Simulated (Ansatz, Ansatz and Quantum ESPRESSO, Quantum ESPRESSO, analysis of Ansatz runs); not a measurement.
# V_N (site 1) in Be3N2 (P6_3/mmc): one cell, two programs (Ansatz and Quantum ESPRESSO)

How far apart do two plane-wave programs put the levels and formation energies of V_N (site 1) in Be3N2 (P6_3/mmc)? Both take a cell of 120 host atoms with 1 N taken out.

Calculated with Ansatz and Quantum ESPRESSO; two programs on one cell.

### Step 1. Set-up

The cell holds 119 atoms: 72 Be and 47 N. Cell: a = 9.834 Å, b = 9.834 Å, c = 9.713 Å, α = 90.0°, β = 90.0°, γ = 120.0°. It derives from Be3N2 (space group P6_3/mmc). Nearest the centre at fractional (0.500, 0.500, 0.500): Be94 at 1.81 Å, Be95 at 1.81 Å, Be42 at 1.81 Å, Be70 at 1.81 Å, Be101 at 1.81 Å, Be6 at 1.81 Å, Be103 at 2.43 Å, Be106 at 2.43 Å.

The host's dielectric constants go in as inputs: (4.54, 4.54, 5.47) along x, y and z for the electrons alone, (11.73, 11.73, 35.52) along x, y and z with the ions, from a response run on this crystal (DFPT, PBEsol, ph.x of Quantum ESPRESSO) at that run's own cell.

The cell's shortest repeat is 9.7 Å.

### Step 2. Ansatz: the charge states

Each charge needs its own total energy at its own relaxed structure. The first state starts from small random displacements of the atoms near the defect, and the others from the structure of a charge already relaxed. A uniform background keeps charged cells neutral.

Method: plane-wave PAW DFT, PBEsol. One state in full; the table below says how the others differ.

The input, input.yaml:

```yaml
crystal:
  lattice:
    - [8.5162339377, 4.9168499564, 0.0]
    - [-8.5162339377, 4.9168499564, 0.0]
    - [0.0, 0.0, 9.7126053568]
  atoms:
    - { symbol: Be, position: [0.0, 0.3333333334, 0.0782303006] }
    - { symbol: Be, position: [0.1666666666, 0.1666666667, 0.0782303006] }
    - { symbol: Be, position: [0.3333333334, 0.0, 0.0782303006] }
    - { symbol: Be, position: [0.0, 0.1666666666, 0.5782303006] }
    - { symbol: Be, position: [0.1666666666, 0.0, 0.5782303006] }
    - { symbol: Be, position: [0.3381643766, 0.3349987834, 0.5754051942] }
    - { symbol: Be, position: [0.0, 0.1666666666, 0.9217696994] }
    - { symbol: Be, position: [0.1666666666, 0.0, 0.9217696994] }
    - { symbol: Be, position: [0.3333333334, 0.3333333333, 0.9217696994] }
    - { symbol: Be, position: [0.0, 0.3333333334, 0.4217696994] }
    - { symbol: Be, position: [0.168206483, 0.1647783373, 0.4259452188] }
    - { symbol: Be, position: [0.3333333334, 0.0, 0.4217696994] }
    - { symbol: Be, position: [0.0, 0.0, 0.25] }
    - { symbol: Be, position: [0.1666666666, 0.3333333334, 0.25] }
    - { symbol: Be, position: [0.3333333334, 0.1666666666, 0.25] }
    - { symbol: Be, position: [0.0, 0.0, 0.75] }
    - { symbol: Be, position: [0.1666666666, 0.3333333334, 0.75] }
    - { symbol: Be, position: [0.3333333334, 0.1666666666, 0.75] }
    - { symbol: "N", position: [0.0, 0.0, 0.0] }
    - { symbol: "N", position: [0.1666666666, 0.3333333334, 0.0] }
    - { symbol: "N", position: [0.3333333334, 0.1666666666, 0.0] }
    - { symbol: "N", position: [0.0, 0.0, 0.5] }
    - { symbol: "N", position: [0.162916433, 0.3285732691, 0.4973247849] }
    - { symbol: "N", position: [0.3321235224, 0.1685198923, 0.5043797361] }
    - { symbol: "N", position: [0.0, 0.3333333334, 0.25] }
    - { symbol: "N", position: [0.1666666666, 0.1666666667, 0.25] }
    - { symbol: "N", position: [0.3333333334, 0.0, 0.25] }
    - { symbol: "N", position: [0.0, 0.1666666666, 0.75] }
    - { symbol: "N", position: [0.1666666666, 0.0, 0.75] }
    - { symbol: "N", position: [0.337937068, 0.3359669412, 0.7468229025] }
    - { symbol: Be, position: [0.0, 0.8333333333, 0.0782303006] }
    - { symbol: Be, position: [0.1666666666, 0.6666666667, 0.0782303006] }
    - { symbol: Be, position: [0.3333333334, 0.5, 0.0782303006] }
    - { symbol: Be, position: [0.0, 0.6666666666, 0.5782303006] }
    - { symbol: Be, position: [0.1655418889, 0.4947653156, 0.5800053048] }
    - { symbol: Be, position: [0.3333333334, 0.8333333333, 0.5782303006] }
    - { symbol: Be, position: [0.0, 0.6666666666, 0.9217696994] }
    - { symbol: Be, position: [0.1666666666, 0.5, 0.9217696994] }
    - { symbol: Be, position: [0.3333333334, 0.8333333333, 0.9217696994] }
    - { symbol: Be, position: [0.0, 0.8333333333, 0.4217696994] }
    - { symbol: Be, position: [0.1666666666, 0.6666666667, 0.4217696994] }
    - { symbol: Be, position: [0.339012206, 0.5041287936, 0.4218258348] }
    - { symbol: Be, position: [0.0, 0.5, 0.25] }
    - { symbol: Be, position: [0.1666666666, 0.8333333333, 0.25] }
    - { symbol: Be, position: [0.3333333334, 0.6666666666, 0.25] }
    - { symbol: Be, position: [0.0, 0.5, 0.75] }
    - { symbol: Be, position: [0.1666666666, 0.8333333333, 0.75] }
    - { symbol: Be, position: [0.3333333334, 0.6666666666, 0.75] }
    - { symbol: "N", position: [0.0, 0.5, 0.0] }
    - { symbol: "N", position: [0.1666666666, 0.8333333333, 0.0] }
    - { symbol: "N", position: [0.3333333334, 0.6666666666, 0.0] }
    - { symbol: "N", position: [0.0, 0.5, 0.5] }
    - { symbol: "N", position: [0.1666666666, 0.8333333333, 0.5] }
    - { symbol: "N", position: [0.3310128254, 0.6631276461, 0.4959304823] }
    - { symbol: "N", position: [0.0, 0.8333333333, 0.25] }
    - { symbol: "N", position: [0.1666666666, 0.6666666667, 0.25] }
    - { symbol: "N", position: [0.3341680455, 0.4972908625, 0.24600682] }
    - { symbol: "N", position: [0.0, 0.6666666666, 0.75] }
    - { symbol: "N", position: [0.1666666666, 0.5, 0.75] }
    - { symbol: "N", position: [0.3333333334, 0.8333333333, 0.75] }
    - { symbol: Be, position: [0.5, 0.3333333334, 0.0782303006] }
    - { symbol: Be, position: [0.6666666666, 0.1666666667, 0.0782303006] }
    - { symbol: Be, position: [0.8333333333, 0.0, 0.0782303006] }
    - { symbol: Be, position: [0.5058326882, 0.1701511802, 0.5783530835] }
    - { symbol: Be, position: [0.6666666666, 0.0, 0.5782303006] }
    - { symbol: Be, position: [0.8333333333, 0.3333333333, 0.5782303006] }
    - { symbol: Be, position: [0.5, 0.1666666666, 0.9217696994] }
    - { symbol: Be, position: [0.6666666666, 0.0, 0.9217696994] }
    - { symbol: Be, position: [0.8333333333, 0.3333333333, 0.9217696994] }
    - { symbol: Be, position: [0.4941331892, 0.3302300382, 0.4216723347] }
    - { symbol: Be, position: [0.6666666666, 0.1666666667, 0.4217696994] }
    - { symbol: Be, position: [0.8333333333, 0.0, 0.4217696994] }
    - { symbol: Be, position: [0.5, 0.0, 0.25] }
    - { symbol: Be, position: [0.6666666666, 0.3333333334, 0.25] }
    - { symbol: Be, position: [0.8333333333, 0.1666666666, 0.25] }
    - { symbol: Be, position: [0.5, 0.0, 0.75] }
    - { symbol: Be, position: [0.6666666666, 0.3333333334, 0.75] }
    - { symbol: Be, position: [0.8333333333, 0.1666666666, 0.75] }
    - { symbol: "N", position: [0.5, 0.0, 0.0] }
    - { symbol: "N", position: [0.6666666666, 0.3333333334, 0.0] }
    - { symbol: "N", position: [0.8333333333, 0.1666666666, 0.0] }
    - { symbol: "N", position: [0.5, 0.0, 0.5] }
    - { symbol: "N", position: [0.6617287395, 0.3285256709, 0.4985342432] }
    - { symbol: "N", position: [0.8333333333, 0.1666666666, 0.5] }
    - { symbol: "N", position: [0.5009525514, 0.3387966157, 0.2494436394] }
    - { symbol: "N", position: [0.6666666666, 0.1666666667, 0.25] }
    - { symbol: "N", position: [0.8333333333, 0.0, 0.25] }
    - { symbol: "N", position: [0.5, 0.1666666666, 0.75] }
    - { symbol: "N", position: [0.6666666666, 0.0, 0.75] }
    - { symbol: "N", position: [0.8333333333, 0.3333333333, 0.75] }
    - { symbol: Be, position: [0.5, 0.8333333333, 0.0782303006] }
    - { symbol: Be, position: [0.6666666666, 0.6666666667, 0.0782303006] }
    - { symbol: Be, position: [0.8333333333, 0.5, 0.0782303006] }
    - { symbol: Be, position: [0.5040915296, 0.6651305674, 0.5789225657] }
    - { symbol: Be, position: [0.6629001653, 0.4960375919, 0.5815714316] }
    - { symbol: Be, position: [0.8360127309, 0.8321147858, 0.5744523291] }
    - { symbol: Be, position: [0.5, 0.6666666666, 0.9217696994] }
    - { symbol: Be, position: [0.6666666666, 0.5, 0.9217696994] }
    - { symbol: Be, position: [0.8333333333, 0.8333333333, 0.9217696994] }
    - { symbol: Be, position: [0.4992709743, 0.8341797253, 0.4168109001] }
    - { symbol: Be, position: [0.6625229162, 0.6616249028, 0.4197060346] }
    - { symbol: Be, position: [0.8355013753, 0.504766407, 0.4187717961] }
    - { symbol: Be, position: [0.5055357886, 0.5033920025, 0.25159427] }
    - { symbol: Be, position: [0.6666666666, 0.8333333333, 0.25] }
    - { symbol: Be, position: [0.8333333333, 0.6666666666, 0.25] }
    - { symbol: Be, position: [0.4965184903, 0.4944154345, 0.7514272382] }
    - { symbol: Be, position: [0.6666666666, 0.8333333333, 0.75] }
    - { symbol: Be, position: [0.8333333333, 0.6666666666, 0.75] }
    - { symbol: "N", position: [0.5, 0.5, 0.0] }
    - { symbol: "N", position: [0.6666666666, 0.8333333333, 0.0] }
    - { symbol: "N", position: [0.8333333333, 0.6666666666, 0.0] }
    - { symbol: "N", position: [0.6641969461, 0.8276384929, 0.4988077577] }
    - { symbol: "N", position: [0.8320975609, 0.666990995, 0.4950586185] }
    - { symbol: "N", position: [0.5, 0.8333333333, 0.25] }
    - { symbol: "N", position: [0.6687369355, 0.6663997969, 0.2546334077] }
    - { symbol: "N", position: [0.8333333333, 0.5, 0.25] }
    - { symbol: "N", position: [0.4946834876, 0.6622406797, 0.7512518875] }
    - { symbol: "N", position: [0.6620116821, 0.4998204192, 0.7477388788] }
    - { symbol: "N", position: [0.8333333333, 0.8333333333, 0.75] }
total_charge: 1
basis:
  ecutwfc: 420
  xc_grid: 2
hamiltonian:
  xc: pbesol
  pseudopotentials: { kind: paw, azcp: { folder: soft_1 }, xc_functional: pbe }
kpoints:
  mp_grid: { grid: [1, 1, 1], shift: [0.25, 0.25, 0.25] }
scf:
  occupations: { method: fixed }
  max_iter: 100
output:
  forces: true
  eigenvalues: unsolved
  write_density: true
  write_potential: true
  volumetric_format: npy
relax:
  f_tol: 0.02
  max_steps: 70
```

The run is started by

```bash
$ ansatz run input.yaml --threads 4 --pin off --max-ram 16015MiB --backend cpu --events-out ev --progress --plain --runs-dir out
```

Numbers of over 12 decimals in the logs are rounded to 6 here.

Output:

```text
[... repeated set-up lines and file paths are left out, and long positions are rounded to six places ...]
settings of this run that can trade accuracy for cost: output.eigenvalues: unsolved. Do not mix this run's numbers with those of runs without the same settings; the input reference describes each key
The last accepted step is kept in <dir> (removed where the run ends without a failure and the disk answers)
Engine: ansatz 0.2.0, x86_64-unknown-linux-gnu
Pseudopotentials: kind: paw
Pseudopotential: Be, paw, valence charge 2, recommended cutoff 420 eV (normal), soft_1/Be.paw.azcp
Pseudopotential: N, paw, valence charge 5, recommended cutoff 420 eV (normal), soft_1/N.paw.azcp
Functional definition: PBEsol
  exchange = pbesol_x
  correlation = pbesol_c
Crystal: 119 atoms, lattice volume = 813.393 Å³
Basis set: ecut = 420 eV, 15933 PW (Γ), exchange–correlation on 144×144×144 points (8 copies of the dense FFT grid, shifted against one another)
[...]
- { symbol: Be, position: [0.166927, 0.166739, 0.076881] }
[...]
- { symbol: Be, position: [0.320227, 0.320036, 0.579871] }
[...]
- { symbol: N, position: [0.333878, 0.167545, 0.499681] }
[...]
- { symbol: Be, position: [0.320294, 0.499865, 0.419899] }
[...]
- { symbol: Be, position: [0.500066, 0.320127, 0.419901] }
[...]
- { symbol: Be, position: [0.499851, 0.679414, 0.579803] }
    - { symbol: Be, position: [0.679606, 0.499706, 0.579804] }
    [... 5 atoms left out ...]
    - { symbol: Be, position: [0.679739, 0.679583, 0.419829] }
    [... 1 atom left out ...]
    - { symbol: Be, position: [0.499961, 0.499782, 0.257481] }
    [... 2 atoms left out ...]
    - { symbol: Be, position: [0.499974, 0.499794, 0.742271] }
    [... 5 atoms left out ...]
    - { symbol: N, position: [0.666048, 0.832029, 0.500047] }
    [... 7 atoms left out ...]
settings of this run that can trade accuracy for cost: output.eigenvalues: unsolved. Do not mix this run's numbers with those of runs without the same settings; the input reference describes each key
[key lines of the parts left out:]
SCF converged after 5 iterations
Free energy (F): -24433.581843 eV
Fermi energy:    8.141567 eV
```

Run time: 38 s. Hardware: 4 threads of Intel Xeon Platinum 8559C (Emerald Rapids), shared host; peak memory 1.5 GiB; 2.3 min of CPU time.

The runs, on 4 threads of Intel Xeon Platinum 8559C (Emerald Rapids), shared host:

```
charge  moment held (μB)                k-points   occupations        outcome  force calls  largest force component (eV/Å)  time
    +1           no spin  one point at (¼, ¼, ¼)         fixed      converged            7                           0.010  38 s
    +3           no spin  one point at (¼, ¼, ¼)         fixed  not converged            -                               -  28 s
    +3           no spin  one point at (¼, ¼, ¼)  0.01 eV wide      converged            9                          0.0068  55 s
    +2                 1  one point at (¼, ¼, ¼)         fixed      converged            5                           0.012  54 s
     0                 1  one point at (¼, ¼, ¼)         fixed      converged            8                           0.013  93 s
```

(Part 1 of 2 ends here.)

[Logs are printed without paths, hosts, clocks, repeated set-up lines and the standing remarks that a program may print on its own settings, such as how far it seeks lower states.]

[Hosts, paths, dates, database ids (printed as entryN), source tags and the programs' standing remarks are cut or masked in the printed files.]

[Where a table of states has a column of steps, it counts the stored structures, which are thinned; the runs took as many ionic steps or more.]

[For some hosts the program warned that the k-mesh of the response run may be too coarse for force constants and the static dielectric constant; such warnings are not shown here.]
